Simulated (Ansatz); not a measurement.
This guess for C is about to be relaxed.

```yaml
crystal:
  lattice:
    - [2.75449, 0.00000, 0.00000]
    - [0.00000, 2.12716, 0.00000]
    - [-1.13830, 0.00000, 2.76878]
  atoms:
    - { symbol: C, position: [0.77434, 0.15954, 0.16123] }
    - { symbol: C, position: [0.22566, 0.65954, 0.33877] }
    - { symbol: C, position: [0.22566, 0.84046, 0.83877] }
    - { symbol: C, position: [0.77434, 0.34046, 0.66123] }
```

Computed with DFT PBE, scalar-relativistic, plane waves, PAW in Ansatz. Cutoff 420 eV, Gaussian smearing, Γ-centred meshes. Cell and atoms relax first on a coarse mesh and then on a converged one. In between, the cell is made exact in the group found at 0.06 Å. The steps can't lower the symmetry of their start. No spin polarisation in the relaxation; trial moments died out in a coarse test.

A guess keeps its type if space group and coordination stay and the shape of the cell changes little (axis ratios within about 15 %, angles within 6°); the volume may change.

Q: Does it keep its structure type, or change into something else?

A: It doesn't keep its type. The symmetry goes from P2_1/c (No. 14) to P2_1/m (No. 11), and the primitive cell from 4 to 2 atoms. The volume per atom grows by 172.3 %, from 4.1 to 11.0 Å³. The shortest distance goes from 1.55 Å (C–C) to 1.51 Å (C–C). Counting neighbours within 15 % of an atom's shortest distance, the start has C 5 and the end C 4. In detail, at the end around C lie 2 C at 1.51 Å and 2 C at 1.65 Å.

```yaml
crystal:
  lattice:
    - [1.65024, 0.00000, 0.00000]
    - [0.00000, 2.46443, 0.00000]
    - [-0.39356, 0.00000, 5.43194]
  atoms:
    - { symbol: C, position: [0.51917, 0.25000, 0.08039] }
    - { symbol: C, position: [0.48083, 0.75000, 0.91961] }
```

Energies count from the standard state of C at the same level.

Q: At what energy does it end?

A: +1.779 eV/atom. So it is a metastable form at best.

The last run used a 22×14×8 mesh (in the run's order of axes) for its 2-atom cell and Gaussian smearing of 0.02 eV. Weakly bound directions are ill-defined at this level, which has no dispersion term. The reference form of C is held partly by dispersion forces, which this level lacks. A structure relaxed within its symmetry needn't be a true minimum. Another cell of C relaxed alike, in Fd-3m, lies 1.64 eV/atom lower, so this cell isn't the stable form at this level.
